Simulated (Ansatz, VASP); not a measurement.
# SiTe2: VASP beside Ansatz, part 2 of 2

One calculation is typed for both programs; each brings its own data sets. How far apart do they land? The cell is taken from a series of runs on this material, whose earlier steps may have relaxed, scaled, displaced or heated it; both programs get it as it stands.

VASP 6.6.1 and Ansatz 0.2.0.

So far: The structure; Ansatz: zone-centre phonons, PBE.

### Step 3. VASP: zone-centre phonons, PBE

Level of this step: PBE; plane waves and PAW (Si, Te) (VASP).

The same cell, functional, mesh and smearing now go to VASP, with its own data sets.

Lines of VASP's logs that name or quote its potential files are left out, and so is its time.

INCAR

```
SYSTEM = SiTe2
PREC = Accurate
ENCUT = 500
EDIFF = 1E-08
NELM = 120
ISMEAR = 1
SIGMA = 0.15
LREAL = .FALSE.
ALGO = Normal
GGA = PE
NBANDS = 14
LORBIT = 11
LWAVE = .FALSE.
LCHARG = .FALSE.
ISIF = 2
IBRION = 8
LASPH = .TRUE.
GGA_COMPAT = .FALSE.
NELMDL = -8
KPAR = 2
```

POSCAR

```
SiTe2
1.0
    3.5762800656      0.0000000000      0.0000000000
   -1.7881400328      3.0971493879      0.0000000000
    0.0000000000      0.0000000000     31.0000000000
Si Te
1 2
Direct
    0.3333333333      0.6666666667      0.3225806452
    0.6666666666      0.3333333334      0.3840501299
    0.6666666666      0.3333333334      0.2611111605
```

KPOINTS

```
Automatic mesh
0
Gamma
18 18 1
0 0 0
```

The projector-augmented-wave data sets are Si and Te (PBE family, release 64).

Run with:

```sh
mpirun -np 2 vasp_std
```

Numbers of over 12 decimals in the logs are rounded to 6 here.

The program printed:

```text
[banner, memory and clock lines left out]
running    2 mpi-ranks, on    1 nodes
 distrk:  each k-point on    1 cores,    2 groups
 distr:  one band on    1 cores,    1 groups

 POSCAR found type information on POSCAR SiTe
 POSCAR found :  2 types and       3 ions
 LDA part: xc-table for (Slater+PW92), standard interpolation
 POSCAR, INCAR and KPOINTS ok, starting setup
 FFT: planning ... GRIDC
 FFT: planning ... GRID_SOFT
 FFT: planning ... GRID
 WAVECAR not read
 entering main loop
       N       E                     dE             d eps       ncg     rms          rms(c)
DAV:   1     0.103329181025E+03    0.10333E+03   -0.42623E+03  1036   0.736E+02
DAV:   2    -0.104683164978E+01   -0.10438E+03   -0.96725E+02  1712   0.125E+02
DAV:   3    -0.106411634012E+02   -0.95943E+01   -0.94541E+01  1386   0.466E+01
DAV:   4    -0.109043780660E+02   -0.26321E+00   -0.26247E+00  1400   0.968E+00
DAV:   5    -0.109139919026E+02   -0.96138E-02   -0.96133E-02  1628   0.195E+00
DAV:   6    -0.109140947386E+02   -0.10284E-03   -0.10284E-03  1458   0.176E-01
DAV:   7    -0.109140999646E+02   -0.52260E-05   -0.52261E-05  1674   0.351E-02
DAV:   8    -0.109141000471E+02   -0.82431E-07   -0.82181E-07  1512   0.355E-03    0.869E+00
DAV:   9    -0.108343280126E+02    0.79772E-01   -0.98774E-02  1294   0.234E+00    0.481E+00
DAV:  10    -0.108232745802E+02    0.11053E-01   -0.44991E-02  1418   0.121E+00    0.662E-01
DAV:  11    -0.108228992535E+02    0.37533E-03   -0.34456E-03  1448   0.370E-01    0.287E-01
DAV:  12    -0.108224937429E+02    0.40551E-03   -0.57751E-04  1434   0.139E-01    0.995E-02
DAV:  13    -0.108223913571E+02    0.10239E-03   -0.84345E-05  1452   0.523E-02    0.211E-02
DAV:  14    -0.108223891872E+02    0.21700E-05   -0.39598E-05  1354   0.287E-02    0.229E-02
[...]
DAV:  21    -0.108227013867E+02   -0.51284E-05   -0.93288E-08  1260   0.927E-04    0.210E-04
DAV:  22    -0.108227036335E+02   -0.22469E-05   -0.53433E-08  1296   0.667E-04    0.351E-04
DAV:  23    -0.108227055146E+02   -0.18811E-05   -0.31342E-08  1192   0.487E-04    0.227E-04
DAV:  24    -0.108227057789E+02   -0.26430E-06   -0.33353E-10  1018   0.105E-04    0.887E-05
DAV:  25    -0.108227062302E+02   -0.45127E-06   -0.37185E-09   930   0.181E-04    0.148E-04
DAV:  26    -0.108227062624E+02   -0.32161E-07    0.38972E-10  1036   0.579E-05    0.640E-05
DAV:  27    -0.108227062947E+02   -0.32281E-07    0.46272E-10   792   0.402E-05    0.405E-05
DAV:  28    -0.108227063029E+02   -0.82966E-08    0.56287E-10   918   0.197E-05
   1 F= -.10822706E+02 E0= -.10823742E+02  d E =0.310737E-02
 Linear response reoptimize wavefunctions to high precision
DAV:   1    -0.108227063041E+02   -0.11232E-08    0.59710E-10   934   0.815E-06
DAV:   2    -0.108227063041E+02   -0.17280E-10    0.59546E-10   896   0.370E-06
 Linear response DOF=           4
 Linear response progress:
  Degree of freedom:   1/  4
       N       E                     dE             d eps       ncg     rms          rms(c)
RMM:   1    -0.160827476577E-01   -0.16083E-01    0.47912E-03 10601   0.722E-01
RMM:   2    -0.145658599414E-01    0.15169E-02   -0.97362E-04  7292   0.173E-01    0.627E-02
RMM:   3    -0.145457037587E-01    0.20156E-04   -0.39766E-05  7272   0.397E-02    0.359E-02
RMM:   4    -0.145422300087E-01    0.34738E-05   -0.12448E-05  7462   0.228E-02    0.416E-03
RMM:   5    -0.145377732349E-01    0.44568E-05   -0.68378E-07  7918   0.574E-03    0.165E-03
RMM:   6    -0.145339051579E-01    0.38681E-05   -0.68901E-08  7956   0.145E-03    0.431E-04
RMM:   7    -0.145341935566E-01   -0.28840E-06   -0.10500E-08  8149   0.484E-04    0.119E-04
RMM:   8    -0.145346368772E-01   -0.44332E-06   -0.13353E-08  8183   0.159E-04    0.238E-05
RMM:   9    -0.145345285141E-01    0.10836E-06    0.26409E-09  8325   0.527E-05    0.904E-06
RMM:  10    -0.145344945700E-01    0.33944E-07    0.43414E-09  8490   0.161E-05    0.261E-06
RMM:  11    -0.145344974512E-01   -0.28812E-08   -0.19023E-11  7855   0.744E-06    0.731E-07
 first order change of Fermi-energy   0.87096E-05
 force on displaced ion       1 direction 1 :  -2.426  -0.000   0.000
 Linear response progress:
  Degree of freedom:   2/  4
       N       E                     dE             d eps       ncg     rms          rms(c)
RMM:   1    -0.348589953528E-01   -0.34859E-01    0.49842E-02  2594   0.941E-01
RMM:   2    -0.322786381699E-01    0.25804E-02   -0.23051E-03  1687   0.282E-01    0.157E-01
RMM:   3    -0.323118033721E-01   -0.33165E-04   -0.15289E-04  1721   0.733E-02    0.756E-02
RMM:   4    -0.323474744880E-01   -0.35671E-04   -0.27889E-05  1791   0.296E-02    0.171E-02
RMM:   5    -0.323572711141E-01   -0.97966E-05   -0.95211E-06  1768   0.108E-02    0.934E-03
RMM:   6    -0.323615233943E-01   -0.42523E-05    0.44975E-07  1824   0.525E-03    0.448E-03
RMM:   7    -0.323583818207E-01    0.31416E-05   -0.10173E-07  1852   0.190E-03    0.558E-04
RMM:   8    -0.323605966797E-01   -0.22149E-05   -0.86258E-08  1881   0.101E-03    0.197E-04
RMM:   9    -0.323606302406E-01   -0.33561E-07   -0.57336E-08  1899   0.362E-04    0.155E-04
RMM:  10    -0.323601522582E-01    0.47798E-06   -0.60915E-08  1823   0.566E-04    0.839E-05
RMM:  11    -0.323602371081E-01   -0.84850E-07   -0.20583E-08  1951   0.201E-04    0.489E-05
RMM:  12    -0.323602539808E-01   -0.16873E-07    0.26665E-08  1925   0.283E-04    0.322E-05
RMM:  13    -0.323601871915E-01    0.66789E-07    0.14153E-08  1992   0.838E-05    0.227E-05
RMM:  14    -0.323601631510E-01    0.24040E-07    0.27525E-08  2008   0.170E-04    0.889E-06
RMM:  15    -0.323601787949E-01   -0.15644E-07   -0.12349E-08  1993   0.360E-05    0.551E-06
RMM:  16    -0.323602000476E-01   -0.21253E-07   -0.18459E-09  2029   0.540E-05    0.243E-06
RMM:  17    -0.323601962111E-01    0.38365E-08    0.46198E-09  1780   0.745E-06    0.139E-06
 first order change of Fermi-energy  -0.39739E-04
 force on displaced ion       1 direction 3 :   0.000   0.000  -2.534
 Linear response progress:
  Degree of freedom:   3/  4
       N       E                     dE             d eps       ncg     rms          rms(c)
RMM:   1    -0.376810967579E-01   -0.37681E-01    0.26491E-02 10830   0.967E-01
RMM:   2    -0.371960206200E-01    0.48508E-03   -0.16343E-03  7453   0.253E-01    0.436E-02
RMM:   3    -0.371989829387E-01   -0.29623E-05   -0.91798E-05  7378   0.573E-02    0.337E-02
RMM:   4    -0.371891989229E-01    0.97840E-05   -0.85473E-06  7853   0.180E-02    0.202E-02
RMM:   5    -0.371836956168E-01    0.55033E-05   -0.27734E-06  7628   0.113E-02    0.211E-03
RMM:   6    -0.371802625443E-01    0.34331E-05   -0.26273E-07  8222   0.278E-03    0.925E-04
RMM:   7    -0.371776808569E-01    0.25817E-05   -0.87348E-08  8064   0.750E-04    0.232E-04
RMM:   8    -0.371775810375E-01    0.99819E-07   -0.19391E-08  8449   0.223E-04    0.147E-04
RMM:   9    -0.371776842163E-01   -0.10318E-06    0.12707E-08  8142   0.864E-05    0.756E-05
RMM:  10    -0.371778567032E-01   -0.17249E-06    0.15130E-08  8423   0.429E-05    0.139E-05
RMM:  11    -0.371778499983E-01    0.67049E-08    0.12086E-08  8448   0.151E-05    0.479E-06
 first order change of Fermi-energy   0.16264E-04
 force on displaced ion       2 direction 1 :  -1.411  -0.001  -0.000
 Linear response progress:
  Degree of freedom:   4/  4
       N       E                     dE             d eps       ncg     rms          rms(c)
RMM:   1    -0.843886429216E-01   -0.84389E-01    0.56933E-02  2399   0.108E+00
RMM:   2    -0.833938789681E-01    0.99476E-03   -0.27200E-03  1683   0.311E-01    0.891E-02
RMM:   3    -0.833532644283E-01    0.40615E-04   -0.20011E-04  1736   0.827E-02    0.659E-02
RMM:   4    -0.833257195665E-01    0.27545E-04   -0.53662E-05  1810   0.341E-02    0.340E-02
RMM:   5    -0.832982033331E-01    0.27516E-04   -0.19702E-05  1827   0.202E-02    0.119E-02
RMM:   6    -0.832974883237E-01    0.71501E-06   -0.30288E-06  1767   0.709E-03    0.850E-03
RMM:   7    -0.833038666719E-01   -0.63783E-05   -0.29597E-07  1836   0.343E-03    0.130E-03
RMM:   8    -0.833037830099E-01    0.83662E-07   -0.46231E-08  1820   0.100E-03    0.664E-04
RMM:   9    -0.833052962977E-01   -0.15133E-05   -0.81962E-08  1915   0.796E-04    0.371E-04
RMM:  10    -0.833059373274E-01   -0.64103E-06   -0.21140E-08  1933   0.320E-04    0.197E-04
RMM:  11    -0.833083623275E-01   -0.24250E-05   -0.10073E-07  1866   0.755E-04    0.183E-04
RMM:  12    -0.833084188187E-01   -0.56491E-07   -0.61201E-09  1959   0.153E-04    0.130E-04
RMM:  13    -0.833088269596E-01   -0.40814E-06   -0.42800E-08  1938   0.256E-04    0.333E-05
RMM:  14    -0.833089763414E-01   -0.14938E-06    0.21202E-08  2035   0.142E-04    0.368E-05
RMM:  15    -0.833089514576E-01    0.24884E-07    0.53360E-08  2008   0.135E-04    0.260E-05
RMM:  16    -0.833089813793E-01   -0.29922E-07    0.84554E-08  2015   0.352E-05    0.134E-05
RMM:  17    -0.833090264230E-01   -0.45044E-07    0.12742E-08  1993   0.408E-05    0.466E-06
RMM:  18    -0.833090327917E-01   -0.63686E-08    0.18065E-08  1878   0.147E-05    0.341E-06
 first order change of Fermi-energy   0.64241E+00
 force on displaced ion       2 direction 3 :   0.000   0.000  -4.484
 Linear response finished
```

OUTCAR, selected parts (step 3):

```text
ion  position               nearest neighbor table
   1  0.333  0.667  0.323-   2 2.81   3 2.81   2 2.81   3 2.81   2 2.81   3 2.81
   2  0.667  0.333  0.384-   1 2.81   1 2.81   1 2.81
   3  0.667  0.333  0.261-   1 2.81   1 2.81   1 2.81

  LATTYP: Found a hexagonal cell.
 ALAT       =     3.5762800656
 C/A-ratio  =     8.6682249240

 Subroutine GETGRP returns: Found 12 space group operations
 (whereof  6 operations were pure point group operations)

The static configuration has the point symmetry C_3v.
 The point group associated with its full space group is D_3h.

 Found     37 irreducible k-points:

   k-points           NKPTS =     37   k-points in BZ     NKDIM =     37   number of bands    NBANDS=     14

   dimension x,y,z NGX =    28 NGY =   28 NGZ =  240
   dimension x,y,z NGXF=    56 NGYF=   56 NGZF=  480

   ENCUT  =  500.0 eV  36.75 Ry    6.06 a.u.   6.52  6.52 56.52*2*pi/ulx,y,z

   NELECT =      16.0000    total number of electrons

 k-points in reciprocal lattice and weights: Automatic mesh
   0.00000000  0.00000000  0.00000000       0.003
   0.05555556  0.00000000  0.00000000       0.019
   0.11111111  0.00000000  0.00000000       0.019
   0.16666667  0.00000000  0.00000000       0.019
   0.22222222 -0.00000000  0.00000000       0.019
   0.27777778  0.00000000  0.00000000       0.019
   0.33333333  0.00000000  0.00000000       0.019
   0.38888889  0.00000000  0.00000000       0.019
   0.44444444 -0.00000000  0.00000000       0.019
[...]
0.33333333  0.27777778  0.00000000       0.037
   0.33333333  0.33333333  0.00000000       0.006

 average (electrostatic) potential at core
       1 -92.0560       2 -96.6359       3 -96.6359

  Total       -0.0054700     -0.0054700      0.0284776      0.0000000      0.0000000     -0.0000000
  in kB       -0.0255238     -0.0255238      0.1328795      0.0000000      0.0000000     -0.0000000
  external PRESSURE =       0.0272773 kB  Pullay stress =       0.0000000 kB

  energy-cutoff  :      500.00
  volume of cell :      343.36
      direct lattice vectors                 reciprocal lattice vectors
     3.576280066  0.000000000  0.000000000     0.279620159  0.161438774  0.000000000
    -1.788140033  3.097149388  0.000000000     0.000000000  0.322877548  0.000000000
     0.000000000  0.000000000 31.000000000     0.000000000  0.000000000  0.032258065

 POSITION                                       TOTAL-FORCE (eV/Angst)
 -----------------------------------------------------------------------------------
     -0.00000      2.06477     10.00000        -0.000000      0.000000     -0.000000
      1.78814      1.03238     11.90555         0.000000     -0.000000      0.008843
      1.78814      1.03238      8.09445         0.000000     -0.000000     -0.008843
 -----------------------------------------------------------------------------------
    total drift:                                0.000000     -0.000000      0.000005

 Eigenvectors and eigenvalues of the dynamical matrix
 ----------------------------------------------------

   1 f  =    4.947839 THz    31.088189 2PiTHz  165.042141 cm-1    20.462608 meV
             X         Y         Z           dx          dy          dz
     -0.000000  2.064766 10.000000     0.000000   -0.000000   -0.949058
      1.788140  1.032383 11.905554     0.000000    0.000000    0.222810
      1.788140  1.032383  8.094446    -0.000000    0.000000    0.222810

   2 f  =    4.841367 THz    30.419209 2PiTHz  161.490634 cm-1    20.022278 meV
             X         Y         Z           dx          dy          dz
     -0.000000  2.064766 10.000000     0.000005    0.949099   -0.000000
      1.788140  1.032383 11.905554    -0.000001   -0.222723    0.000000
      1.788140  1.032383  8.094446    -0.000001   -0.222723   -0.000000

   3 f  =    4.841367 THz    30.419209 2PiTHz  161.490634 cm-1    20.022278 meV
             X         Y         Z           dx          dy          dz
     -0.000000  2.064766 10.000000    -0.949099    0.000005   -0.000000
      1.788140  1.032383 11.905554     0.222723   -0.000001    0.000000
      1.788140  1.032383  8.094446     0.222723   -0.000001   -0.000000

   4 f  =    3.840329 THz    24.129501 2PiTHz  128.099599 cm-1    15.882319 meV
             X         Y         Z           dx          dy          dz
     -0.000000  2.064766 10.000000     0.000000   -0.000000   -0.000000
      1.788140  1.032383 11.905554     0.000000    0.000000    0.707107
      1.788140  1.032383  8.094446    -0.000000    0.000000   -0.707107

   5 f  =    1.755189 THz    11.028180 2PiTHz   58.546814 cm-1     7.258877 meV
             X         Y         Z           dx          dy          dz
     -0.000000  2.064766 10.000000     0.000000    0.000000    0.000000
      1.788140  1.032383 11.905554    -0.000017    0.707107    0.000000
      1.788140  1.032383  8.094446     0.000017   -0.707107    0.000000

   6 f  =    1.755189 THz    11.028180 2PiTHz   58.546814 cm-1     7.258877 meV
             X         Y         Z           dx          dy          dz
     -0.000000  2.064766 10.000000     0.000000   -0.000000   -0.000000
      1.788140  1.032383 11.905554    -0.707107   -0.000017   -0.000000
      1.788140  1.032383  8.094446     0.707107    0.000017   -0.000000

   7 f/i=    0.000570 THz     0.003584 2PiTHz    0.019025 cm-1     0.002359 meV
             X         Y         Z           dx          dy          dz
     -0.000000  2.064766 10.000000    -0.288239    0.127000   -0.000000
      1.788140  1.032383 11.905554    -0.614144    0.270595   -0.000000
      1.788140  1.032383  8.094446    -0.614144    0.270595   -0.000000

   8 f/i=    0.000570 THz     0.003584 2PiTHz    0.019025 cm-1     0.002359 meV
             X         Y         Z           dx          dy          dz
     -0.000000  2.064766 10.000000     0.127000    0.288239   -0.000000
      1.788140  1.032383 11.905554     0.270595    0.614144   -0.000000
      1.788140  1.032383  8.094446     0.270595    0.614144   -0.000000

   9 f/i=    0.001224 THz     0.007688 2PiTHz    0.040815 cm-1     0.005060 meV
             X         Y         Z           dx          dy          dz
     -0.000000  2.064766 10.000000     0.000000    0.000000    0.315100
      1.788140  1.032383 11.905554     0.000000    0.000000    0.671086
      1.788140  1.032383  8.094446     0.000000    0.000000    0.671086

 ELASTIC MODULI CONTR FROM IONIC RELAXATION (kBar)
 Direction    XX          YY          ZZ          XY          YZ          ZX
 --------------------------------------------------------------------------------
 XX         -24.9648      1.0785    -55.7304     -0.0000      0.0000     -0.0000
 YY           1.0785    -24.9648    -55.7304      0.0000     -0.0000      0.0000
 ZZ         -55.7304    -55.7304   -260.0541      0.0000      0.0000      0.0000
 XY          -0.0000      0.0000      0.0000    -13.0217     -0.0000     -0.0000
 YZ           0.0000     -0.0000      0.0000     -0.0000     -7.3366      0.0000
 ZX          -0.0000      0.0000      0.0000      0.0000      0.0000    -89.7976
 --------------------------------------------------------------------------------
```

### Step 4. Comparison

Known differences besides the potentials themselves: Ansatz cuts the interaction across the vacuum, VASP repeats the sheet without a dipole correction; the data sets hold 36 valence electrons in Ansatz (on its default PAW (the set named soft_2) files) and 16 in VASP; the cutoff is 420 eV in Ansatz and 500 eV in VASP. Total energies have different zeros and are not compared.

Compared:

```
                  quantity  Ansatz   VASP  difference
optical mode 1 to 2 (cm⁻¹)    58.0   58.5     -0.90 %
     optical mode 3 (cm⁻¹)   128.0  128.1     -0.09 %
optical mode 4 to 5 (cm⁻¹)   160.8  161.5     -0.45 %
     optical mode 6 (cm⁻¹)   162.7  165.0     -1.40 %
```

Modes are paired by rising frequency, not by their patterns, so a pair may set unlike modes beside each other; they are those without the splitting of longitudinal modes. Where the cell holds vacuum, a pressure given here is an average over it and none of the material.

### Step 5. What came out

```json
{"r.m.s. difference of the optical zone-centre modes, each program's sorted by frequency (zone-centre phonons, PBE)": "1.1 cm⁻¹", "difference in optical mode 6 (zone-centre phonons, PBE)": "-1.4 %"}
```

The r.m.s. difference of the optical zone-centre modes, each program's sorted by frequency is 1.1 cm⁻¹ (zone-centre phonons, PBE). The data sets hold unlike numbers of valence electrons (36 in Ansatz and 16 in VASP), so part of the differences may come from the potentials. Among the rows given in per cent, the largest difference of the zone-centre phonons, PBE pair is in optical mode 6, -1.4 %. Such differences can come from data sets, numerical settings and the points named under the comparisons, not from the functional's error against experiment.

[Lines on the potential files, build, host, timing and source positions are cut from VASP's logs without a mark.]

[Logs are printed without paths, hosts, clocks, repeated set-up lines and the standing remarks that a program may print on its own settings, such as how far it seeks lower states.]

[Hosts, paths, dates, database ids (printed as entryN), source tags and the programs' standing remarks are cut or masked in the printed files.]
